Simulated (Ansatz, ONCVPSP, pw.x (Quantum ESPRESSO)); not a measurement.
## pw.x on fcc Mo: one setting changed

Potential: optimised norm-conserving Vanderbilt (ONCV), ONCVPSP 4.0.1.1 (patched build), LDA (Perdew-Wang 92); core [Ar] 3d10, reference 4s2 4p6 4d5 5s0.5; waves: 4s+5s: rc 2.15 bohr, ncon 3, nbas 6, qcut 7.3 1/bohr, 2 projectors; 4p: rc 1.45 bohr, ncon 4, nbas 8, qcut 9.3 1/bohr, 2 projectors, debl 1.8 Ha; 4d: rc 2.55 bohr, ncon 4, nbas 9, qcut 6.1 1/bohr, 2 projectors, debl 1.7 Ha; local part: polynomial inside 1.40 bohr (lpopt 4, dvloc0 0 Ha); core correction: none.

The reference run (k-mesh 14³, cutoffs 85/340 Ry, Fermi–Dirac 0.01 Ry, mixing_beta 0.4, conv_thr 1e-9, no spin) gives 1.11 GPa at 15.256 Å³/atom, where all-electron LAPW gives 0.23 GPa. This run, with its own iteration cap, changes smearing to mv.

```
&control
  calculation='scf', prefix='x', pseudo_dir='./', outdir='./tmp', tstress=.true., disk_io='none'
/
&system
  ibrav=0, nat=1, ntyp=1, ecutwfc=85, ecutrho=340, nbnd=15,
  occupations='smearing', smearing='mv', degauss=0.01
/
&electrons
  conv_thr=1e-09, mixing_beta=0.4, electron_maxstep=60
/
ATOMIC_SPECIES
Mo 1.0 Mo.UPF
CELL_PARAMETERS angstrom
  0.00000000 1.96850669 1.96850669
  1.96850669 0.00000000 1.96850669
  1.96850669 1.96850669 0.00000000
ATOMIC_POSITIONS crystal
Mo 0.0000 0.0000 0.0000
K_POINTS automatic
14 14 14 0 0 0
```

```bash
pw.x < Mo.scf.in > Mo.scf.out
```

**Question.** How does the run end?

**Answer.** It converges in 8 iterations; the free energy moves by +34.3 meV/atom and the pressure by -0.83 GPa. This scheme is built to cancel the term in the square of the width that Fermi–Dirac smearing leaves in the F of a metal.

```
Message from routine setup:
     using ibrav=0 with symmetry is DISCOURAGED, use correct ibrav instead
     lattice parameter (alat)  =       5.2608  a.u.
     unit-cell volume          =     102.9526 (a.u.)^3
     number of electrons       =        14.00
     number of Kohn-Sham states=           15
     kinetic-energy cutoff     =      85.0000  Ry
     charge density cutoff     =     340.0000  Ry
     scf convergence threshold =      1.0E-09
     Exchange-correlation= SLA  PW   NOGX NOGC
     number of k points=   104  Marzari-Vanderbilt smearing, width (Ry)=  0.0100
     iteration #  1     ecut=    85.00 Ry     beta= 0.40
     total energy              =    -136.49665512 Ry
     estimated scf accuracy    <       0.43593636 Ry
     iteration #  2     ecut=    85.00 Ry     beta= 0.40
     total energy              =    -136.51449337 Ry
     estimated scf accuracy    <       0.03990517 Ry
     iteration #  3     ecut=    85.00 Ry     beta= 0.40
     total energy              =    -136.52244486 Ry
     estimated scf accuracy    <       0.00099876 Ry
     iteration #  4     ecut=    85.00 Ry     beta= 0.40
     total energy              =    -136.52246633 Ry
     estimated scf accuracy    <       0.00044339 Ry
     iteration #  5     ecut=    85.00 Ry     beta= 0.40
     total energy              =    -136.52256059 Ry
     estimated scf accuracy    <       0.00000056 Ry
     iteration #  6     ecut=    85.00 Ry     beta= 0.40
     total energy              =    -136.52256103 Ry
     estimated scf accuracy    <       0.00000015 Ry
     iteration #  7     ecut=    85.00 Ry     beta= 0.40
     total energy              =    -136.52256105 Ry
     estimated scf accuracy    <       0.00000003 Ry
     iteration #  8     ecut=    85.00 Ry     beta= 0.40
     the Fermi energy is    21.3709 ev
!    total energy              =    -136.52256105 Ry
     estimated scf accuracy    <          7.8E-11 Ry
     smearing contrib. (-TS)   =      -0.00002824 Ry
     The total energy is F=E-TS. E is the sum of the following terms:
     one-electron contribution =     -17.62624383 Ry
     hartree contribution      =      17.40717630 Ry
     xc contribution           =     -15.51746813 Ry
     ewald contribution        =    -120.78599714 Ry
     convergence has been achieved in   8 iterations
          total   stress  (Ry/bohr**3)                   (kbar)     P=        2.77
     Message from routine punch:
     Nothing written, as per user request (disk_io='none')
```

The run took about 16 s on one core of a shared host (Neoverse-V2, 48 threads, 185 GiB, load 39).
